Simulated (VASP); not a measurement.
# Quasiparticle energies of AlAs in VASP, part 8 of 8

Aim: the quasiparticle gap of AlAs, and what it costs to get it. The cell is of the zinc-blende type, one of the forms listed for this formula. The start is a cell from a database of measured crystal structures.

VASP 6.6.1, plane waves and PAW; the level of theory is named at each step.

So far, quasiparticle gap on the mesh (eV): step 3 (evGW0, evGW0 on PBE) 2.22; step 4 (evGW, evGW on PBE) 2.36; step 5 (QPGW0, QPGW0 on PBE) 2.27. Also gap on the k-mesh (eV): step 2 (empty bands, functional PBE) 1.43; step 6 (orbitals for another starting point, PBE) 1.43; step 7 (another starting point, HSE06) 2.09.

## (9) G0W0

This step: G0W0 on HSE06; plane waves and PAW (As_GW, Al_GW) (VASP 6.6.1).

One pass of GW corrects the levels to first order, with G and W from the starting orbitals.

INCAR

```
SYSTEM = AlAs
PREC = Accurate
ENCUT = 300
ISMEAR = 0
SIGMA = 0.01
LREAL = .FALSE.
LHFCALC = .TRUE.
AEXX = 0.25
GGA = PE
HFSCREEN = 0.2
LASPH = .TRUE.
NBANDS = 296
PRECFOCK = Fast
ALGO = EVGW0
NELMGW = 1
ENCUTGW = 200
NOMEGA = 64
NBANDSGW = 16
LWAVE = .FALSE.
LCHARG = .FALSE.
```

POSCAR

```
AlAs
1.0
    0.0000000000      2.8304000000      2.8304000000
    2.8304000000      0.0000000000      2.8304000000
    2.8304000000      2.8304000000      0.0000000000
As Al
1 1
Direct
    0.7500000000      0.7500000000      0.7500000000
    0.0000000000      0.0000000000      0.0000000000
```

KPOINTS

```
Automatic mesh
0
Gamma
6 6 6
0 0 0
```

Potentials, in the order of the species: As_GW and Al_GW (PBE family, release 64).

The run starts from files that an earlier step left in the folder.

On the command line:

```sh
$ mpirun -np 8 vasp_std
```

The program printed:

```text
[banner, memory and clock lines left out]
running    8 mpi-ranks, on    1 nodes
 distrk:  each k-point on    8 cores,    1 groups
 distr:  one band on    1 cores,    8 groups

 POSCAR found type information on POSCAR AsAl
 POSCAR found :  2 types and       2 ions
 [... a notice as in an earlier step ...]

 [... a notice as in an earlier step ...]

 LDA part: xc-table for (Slater+PW92), standard interpolation
 found WAVECAR, reading the header
 POSCAR, INCAR and KPOINTS ok, starting setup
 FFT: planning ... GRIDC
 FFT: planning ... GRID_SOFT
 FFT: planning ... GRID
 reading WAVECAR
 the WAVECAR file was read successfully
 initial charge from wavefunction
 available memory per node:     83.60 GB, setting MAXMEM to     85603

 The Fermi energy was updated, please check that it is located mid-gap
 values below the HOMO (VB) or above the LUMO (CB) will cause erroneous energies
 E-fermi :   4.0050

 calculate exact exchange contribution
 the WAVEDER file was read successfully
energies w=
    0.000    0.000    0.472    0.000    0.943    0.000    1.411    0.000
    1.877    0.000    2.338    0.000    2.795    0.000    3.246    0.000
    3.692    0.000    4.131    0.000    4.565    0.000    4.992    0.000
    5.414    0.000    5.829    0.000    6.240    0.000    6.646    0.000
    7.048    0.000    7.446    0.000    7.841    0.000    8.234    0.000
    8.625    0.000    9.017    0.000    9.408    0.000    9.801    0.000
   10.196    0.000   10.595    0.000   10.998    0.000   11.406    0.000
   11.822    0.000   12.246    0.000   12.680    0.000   13.125    0.000
   13.584    0.000   14.058    0.000   14.550    0.000   15.062    0.000
   15.597    0.000   16.158    0.000   16.749    0.000   17.375    0.000
   18.039    0.000   18.749    0.000   19.511    0.000   20.333    0.000
   21.224    0.000   22.197    0.000   23.265    0.000   24.447    0.000
   25.762    0.000   27.240    0.000   28.913    0.000   30.828    0.000
   33.042    0.000   35.635    0.000   38.714    0.000   42.433    0.000
   47.014    0.000   52.793    0.000   60.306    0.000   70.461    0.000
   84.926    0.000  107.143    0.000  145.526    0.000  227.560    0.000
 responsefunction array rank=     304
 LDA part: xc-table for (Slater+PW92), standard interpolation

 min. memory requirement per mpi rank    310.3 MB, per node   2482.1 MB

 allocating   8 responsefunctions rank=   304
 shmem allocating  64 responsefunctions rank=   304
 response function shared by NCSHMEM nodes    1
 Doing            8  frequencies on each core in blocks of           64
NQ=   1    0.0000    0.0000    0.0000,
|.........|.........|.........|.........|.........|.........|.........|.........
 performed        656000 updates of chi_q(r,r)
 total number of BLAS operations        420.39 Gflops
NQ=   2    0.1667    0.0000    0.0000,
|.........|.........|.........|.........|.........|.........|.........|.........
 performed       1956000 updates of chi_q(r,r)
 total number of BLAS operations       1325.61 Gflops
NQ=   3    0.3333    0.0000    0.0000,
|.........|.........|.........|.........|.........|.........|.........|.........
 performed       3256000 updates of chi_q(r,r)
 total number of BLAS operations       2182.39 Gflops
NQ=   4    0.5000    0.0000    0.0000,
|.........|.........|.........|.........|.........|.........|.........|.........
 performed       4328000 updates of chi_q(r,r)
 total number of BLAS operations       2817.41 Gflops
NQ=   5    0.1667    0.1667    0.0000,
|.........|.........|.........|.........|.........|.........|.........|.........
 performed       5628000 updates of chi_q(r,r)
 total number of BLAS operations       3722.62 Gflops
NQ=   6    0.3333    0.1667    0.0000,
|.........|.........|.........|.........|.........|.........|.........|.........
 performed       7742000 updates of chi_q(r,r)
 total number of BLAS operations       5184.99 Gflops
NQ=   7    0.5000    0.1667    0.0000,
|.........|.........|.........|.........|.........|.........|.........|.........
 performed       9856000 updates of chi_q(r,r)
 total number of BLAS operations       6637.43 Gflops
NQ=   8   -0.3333    0.1667    0.0000,
|.........|.........|.........|.........|.........|.........|.........|.........
 performed      11970000 updates of chi_q(r,r)
 total number of BLAS operations       8109.77 Gflops
NQ=   9   -0.1667    0.1667    0.0000,
|.........|.........|.........|.........|.........|.........|.........|.........
 performed      13781000 updates of chi_q(r,r)
 total number of BLAS operations       9371.08 Gflops
NQ=  10    0.3333    0.3333    0.0000,
|.........|.........|.........|.........|.........|.........|.........|.........
 performed      15081000 updates of chi_q(r,r)
 total number of BLAS operations      10319.77 Gflops
NQ=  11    0.5000    0.3333    0.0000,
|.........|.........|.........|.........|.........|.........|.........|.........
 performed      17195000 updates of chi_q(r,r)
 total number of BLAS operations      11742.61 Gflops
NQ=  12   -0.3333    0.3333    0.0000,
|.........|.........|.........|.........|.........|.........|.........|.........
 performed      19006000 updates of chi_q(r,r)
 total number of BLAS operations      12911.62 Gflops
NQ=  13    0.5000    0.5000    0.0000,
|.........|.........|.........|.........|.........|.........|.........|.........
 performed      19946000 updates of chi_q(r,r)
 total number of BLAS operations      13597.68 Gflops
NQ=  14    0.5000    0.3333    0.1667,
|.........|.........|.........|.........|.........|.........|.........|.........
 performed      22344000 updates of chi_q(r,r)
 total number of BLAS operations      15189.53 Gflops
NQ=  15   -0.3333    0.3333    0.1667,
|.........|.........|.........|.........|.........|.........|.........|.........
 performed      24591000 updates of chi_q(r,r)
 total number of BLAS operations      16660.17 Gflops
NQ=  16   -0.3333    0.5000    0.1667,
|.........|.........|.........|.........|.........|.........|.........|.........
 performed      26412000 updates of chi_q(r,r)
 total number of BLAS operations      17885.46 Gflops
 resolving degeneracies of screened two electron integrals

 calculate QP shifts <psi_nk| G(iteration)W_0 |psi_nk>: iteration 1
 entering main loop
```

Wall time 5.2 min (8 MPI ranks of AMD EPYC 7R43, shared host); peak memory 3.5 GiB; 41 min of CPU time.

From OUTCAR (step 9):

```text
   NELECT =       8.0000    total number of electrons

 E-fermi :   4.0050

 QP shifts <psi_nk| G(iteration)W_0 |psi_nk>: iteration 1
 for sc-GW calculations column KS-energies equals QP-energies in previous step
 and V_xc(KS)=  KS-energies - (<T + V_ion + V_H > + <T+V_H+V_ion>^1  + <V_x>^1)
 k-point   1 :       0.0000    0.0000    0.0000
  band No.  KS-energies  QP-energies   sigma(KS)   V_xc(KS)     V^pw_x(r,r')   Z            occupation Imag(sigma)
      1     -10.1056      -9.6831     -11.9348     -12.5508     -17.8689       0.6859       2.0000       1.0363
      2       2.9606       2.5557     -12.2690     -11.7572     -13.1924       0.7912       2.0000       0.0142
      3       2.9606       2.5557     -12.2690     -11.7572     -13.1924       0.7912       2.0000       0.0142
      4       2.9606       2.5557     -12.2690     -11.7572     -13.1924       0.7912       2.0000       0.0142
      5       5.8774       6.0049      -9.2986      -9.4584      -5.5619       0.7977       0.0000      -0.0703
      6       8.1219       8.0495      -8.7870      -8.6944      -4.5916       0.7824       0.0000      -0.0711
      7       8.1219       8.0495      -8.7870      -8.6944      -4.5916       0.7824       0.0000      -0.0711
      8       8.1219       8.0495      -8.7870      -8.6944      -4.5916       0.7824       0.0000      -0.0711
    ...

 k-point   2 :       0.1667    0.0000    0.0000
  band No.  KS-energies  QP-energies   sigma(KS)   V_xc(KS)     V^pw_x(r,r')   Z            occupation Imag(sigma)
      1      -9.8059      -9.3802     -11.9854     -12.5992     -17.8277       0.6936       2.0000       1.0049
      2       0.7484       0.4269     -11.5889     -11.1709     -13.0512       0.7693       2.0000       0.0235
      3       2.6790       2.2775     -12.1611     -11.6530     -13.1489       0.7902       2.0000       0.0145
      4       2.6790       2.2775     -12.1611     -11.6530     -13.1489       0.7902       2.0000       0.0145
      5       6.6286       6.6758      -9.0801      -9.1397      -5.2286       0.7921       0.0000      -0.0685
      6       8.5896       8.5025      -8.8625      -8.7506      -4.5370       0.7779       0.0000      -0.0760
      7       8.5896       8.5025      -8.8625      -8.7506      -4.5370       0.7779       0.0000      -0.0760
      8       9.0722       8.9935      -9.3283      -9.2268      -4.9771       0.7754       0.0000      -0.0808
    ...

[... 8 parts as in an earlier step ...]

[... 8 further parts left out ...]
```

Numbers from this step:

| Quantity | Value |
| --- | --- |
| quasiparticle gap on the mesh | 2.407 eV |
| smallest direct quasiparticle gap on the mesh | 3.449 eV |
| gap of the starting orbitals on the mesh | 2.089 eV |

GW takes the gap from 2.089 to 2.407 eV. That is +308 meV against the one-shot pass on PBE. Spin-orbit coupling is left out. The value holds for 296 bands, ENCUTGW = 200 eV and this mesh, and isn't shown to be converged in them.

## (10) Summary

This step: GW series: evGW0 on PBE, evGW on PBE, QPGW0 on PBE, G0W0 on HSE06; plane waves and PAW (VASP 6.6.1).

No new run; the numbers come from the runs before.

Cost is wall time times ranks on a shared host, with the step that makes the empty bands. GW runs:

```
        level  bands  ENCUTGW (eV)  NOMEGA  k mesh  starting gap (eV)  quasiparticle gap (eV)  direct gap (eV)  cost (core minutes)
 evGW0 on PBE    296           200      64   6x6x6              1.432                   2.219             3.22                239.6
  evGW on PBE    296           200      64   6x6x6              1.432                   2.359            3.369                248.4
 QPGW0 on PBE    296           200      64   6x6x6              1.432                   2.272            3.315                420.2
G0W0 on HSE06    296           200      64   6x6x6              2.089                   2.407            3.449                86.43
```

## (11) Outcome

```json
{"evGW0 on PBE, 296 bands, ENCUTGW 200 eV, NOMEGA 64, mesh 6×6×6": "1.432 → 2.219 eV", "evGW on PBE, 296 bands, ENCUTGW 200 eV, NOMEGA 64, mesh 6×6×6": "1.432 → 2.359 eV", "QPGW0 on PBE, 296 bands, ENCUTGW 200 eV, NOMEGA 64, mesh 6×6×6": "1.432 → 2.272 eV", "G0W0 on HSE06, 296 bands, ENCUTGW 200 eV, NOMEGA 64, mesh 6×6×6": "2.089 → 2.407 eV"}
```

What this shows: evGW0 gives a quasiparticle gap of 2.219 eV on the mesh, 0.79 eV over the PBE gap on the same mesh. Over the final values of the levels run here the gap spans 2.22 to 2.41 eV. In evGW0 the first pass, which is the one-shot result, gives 2.099 eV and pass 4 gives 2.219 eV; the last pass changed the gap by +3 meV, so the loop is converged. In evGW the first pass, which is the one-shot result, gives 2.099 eV and pass 4 gives 2.359 eV; the last pass changed the gap by +17 meV, so more passes would move it further. In QPGW0 the first pass gives 2.090 eV and pass 4 gives 2.272 eV; the last pass changed the gap by +28 meV, so more passes would move it further. One-shot gaps: 2.099 eV from PBE and 2.407 eV from HSE06. The starting gaps span 0.66 eV and the one-shot gaps 0.31 eV. Bands, response cutoff and mesh weren't tested for convergence, and band edges off the mesh aren't seen. Spin-orbit coupling is left out; with As in the cell it can split or shift band edges, by an amount that depends on which atoms form them and isn't tested here. Not tabulated here, as repeats of values shown or as unfit to read for their mesh, reference level or band range: eps2 curves (empty bands); eps1 curves and static values (empty bands); gaps (empty bands).

[Lines on the potential files, build, host, timing and source positions are cut from VASP's logs without a mark.]

[Logs are printed without paths, hosts, clocks, repeated set-up lines and the standing remarks that a program may print on its own settings, such as how far it seeks lower states.]

[Hosts, paths, dates, database ids (printed as entryN), source tags and the programs' standing remarks are cut or masked in the printed files.]

[Pressures printed for these runs are not shown converged in the cutoff: they can be off by several GPa and have the wrong sign.]

[In band tables of VASP the shares of atoms and orbitals are scaled to a sum of 1 inside the atoms' spheres.]
